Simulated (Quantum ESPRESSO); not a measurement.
Runs of Quantum ESPRESSO 7.5 on InAs. Symmetry: F-43m, No. 216, cubic system. Conventional cell: a = 6.036 Å, b = 6.036 Å, c = 6.036 Å, α = 90.00°, β = 90.00°, γ = 90.00°. In (site symmetry -43m) is surrounded by 4 As at 2.61 Å. Around As (site symmetry -43m) lie 4 In at 2.61 Å. 

| level | potentials or basis | cell | cutoff (eV) | smearing | form of the LDA | gap on the mesh (eV) |
| --- | --- | --- | --- | --- | --- | --- |
| PBEsol | PseudoDojo 0.4.1 SR PBEsol standard | volume scaled by 0.88 | 1143 | fixed | - | 0.39 |
| PBE | PseudoDojo 0.4.1 SR PBE standard | as given | 1143 | fermi-dirac 0.05 eV | - | none |
| PBEsol | PseudoDojo 0.4.1 SR PBEsol standard | volume scaled by 1.04 | 1143 | fermi-dirac 0.05 eV | - | none |
| PBEsol | PseudoDojo 0.4.1 SR PBEsol standard | volume scaled by 1.08 | 1143 | fermi-dirac 0.05 eV | - | none |
| PBEsol | PseudoDojo 0.4.1 SR PBEsol standard | volume scaled by 0.92 | 1143 | fixed | - | (a) |
| PBEsol | PseudoDojo 0.4.1 SR PBEsol standard | as given | 1143 | fermi-dirac 0.05 eV | - | none |
| LDA | PseudoDojo 0.4.1 SR LDA stringent | as given | 1361 | fermi-dirac 0.05 eV | PW92 | none |
| LDA | PseudoDojo 0.4.1 SR LDA standard | volume scaled by 1.04 | 1088 | fermi-dirac 0.05 eV | PW92 | none |

Alike in all rows: task single point; no spin polarisation; k mesh 4 × 4 × 4; the mesh is coarse, so values aren't converged.

Estimate the missing entries.

(a) 0.16.

Caveats: all runs use coarse meshes; this crystal is a semiconductor, whose small gap the functional closes, so the metal is an error of the method (some runs); spin-orbit coupling is left out, which moves the levels of the heavy elements (some runs).

A k mesh can miss the band edges, and the runs leave out spin-orbit coupling on As, In.

A gap of «none» marks a metal or a gap under the smearing width.

The runs don't all hold the same shells in valence.
